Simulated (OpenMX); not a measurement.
BN:

```
N B
1.0
     0.00000    3.49532    2.16609
     1.25163    0.00000    2.16609
     1.25163    3.49532    0.00000
N B
1 1
Direct
  0.66665 0.66665 0.33335
  0.00005 0.00005 0.99995
```

Measurements of this composition are mostly on another form, of space group No. 194.

```yaml
Program: OpenMX 3.8.5
Task: single point
Functional: PBE
Potentials_or_basis: OpenMX 2013 PBE set, N6.0-s2p2d1, B7.0-s2p2d1, grid cutoff 400 Ry
k_mesh: 13 × 13 × 13
Occupations: fermi-dirac, width 0.05 eV
Spin: no spin polarisation
```

On this cell: pressure 5.3 GPa; largest force 0.009 eV/Å; band gap on the k mesh 3.96 eV, indirect (least direct gap 4.64 eV).

The same run follows on a disturbed copy (atoms moved at random, drawn with an rms of 0.05 Å):

```
CELL_PARAMETERS angstrom
0.00000 3.49532 2.16609
1.25163 0.00000 2.16609
1.25163 3.49532 0.00000
ATOMIC_POSITIONS crystal
N 0.66082 0.69742 0.32683
B 0.00701 0.00787 0.99074
```

What does the disturbed cell give?

The energy moves by +19.5 meV/atom; pressure 5.7 GPa; largest force 1.681 eV/Å; band gap on the k mesh 3.77 eV, indirect (least direct gap 4.64 eV).

Forces in eV/Å, atoms in the order of the input:
```
N   -1.320  0.399 -0.949
B    1.325 -0.435  0.939
```

Caveats: an odd mesh through Γ misses points on the zone boundary, where band edges often lie; the basis of atomic orbitals isn't converged, which shifts pressures, moduli and gaps.
